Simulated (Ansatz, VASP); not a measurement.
One calculation of BN, two programs

The input INCAR:

```
SYSTEM = BN
  PREC = Accurate
  ENCUT = 520
  EDIFF = 1E-6
  ISMEAR = 0
  SIGMA = 0.027000000000000003
  LREAL = .False.
  LASPH = .True.
  NELM = 100
  ALGO = Normal
  ISIF = 2
  LWAVE = .False.
  LCHARG = .False.
  GGA = PE
```

The input KPOINTS:

```
regular mesh
0
Gamma
  13 13 13
  0 0 0
```

POSCAR

```
BN
1.0
    0.0000000000      1.8130010000      1.8130010000
    1.8130010000      0.0000000000      1.8130010000
    1.8130010000      1.8130010000      0.0000000000
N B
1 1
Direct
    0.2500000000      0.2500000000      0.2500000000
    0.0000000000      0.0000000000      0.0000000000
```

The input input.yaml:

```yaml
crystal:
  lattice:
    - [0.0, 1.813001, 1.813001]
    - [1.813001, 0.0, 1.813001]
    - [1.813001, 1.813001, 0.0]
  atoms:
    - { symbol: "N", position: [0.25, 0.25, 0.25] }
    - { symbol: B, position: [0.0, 0.0, 0.0] }
hamiltonian:
  xc: pbe
  pseudopotentials: { kind: paw }
kpoints:
  mp_grid: { grid: [13, 13, 13] }
scf:
  occupations: { method: gaussian, width: 0.027 }
output:
  forces: true
  stress: true
  eigenvalues: true
```

The cell is a database's computed one.

Alike in both runs: task single point; functional PBE; k mesh 13 × 13 × 13; occupations gaussian, width 0.027 eV; no spin polarisation.

|  | VASP | Ansatz |
| --- | --- | --- |
| version | VASP 6.6.1 | Ansatz 0.2.0 |
| potentials or method | VASP PAW PBE potentials, release 64 (N, B) | Ansatz PAW |
| plane-wave cutoff (eV) | 520 | 420 |
| valence electrons in the cell | 8 | 8 |

```tsv
	VASP	Ansatz	Ansatz less VASP
gap on the k mesh at the Fermi level (eV)	4.52	4.54	+0.012
least direct gap on the mesh (eV)	8.78	8.79	+0.011
pressure (GPa)	-0.2	-0.4	-0.24
```

Caveats: an odd mesh through Γ misses points on the zone boundary, where band edges often lie (VASP); odd divisions of the mesh miss points on the zone boundary, where band edges often lie, so the gap on the mesh can be too wide (Ansatz); the pressure holds a Pulay correction of +1.1 GPa for the finite cutoff (Ansatz).
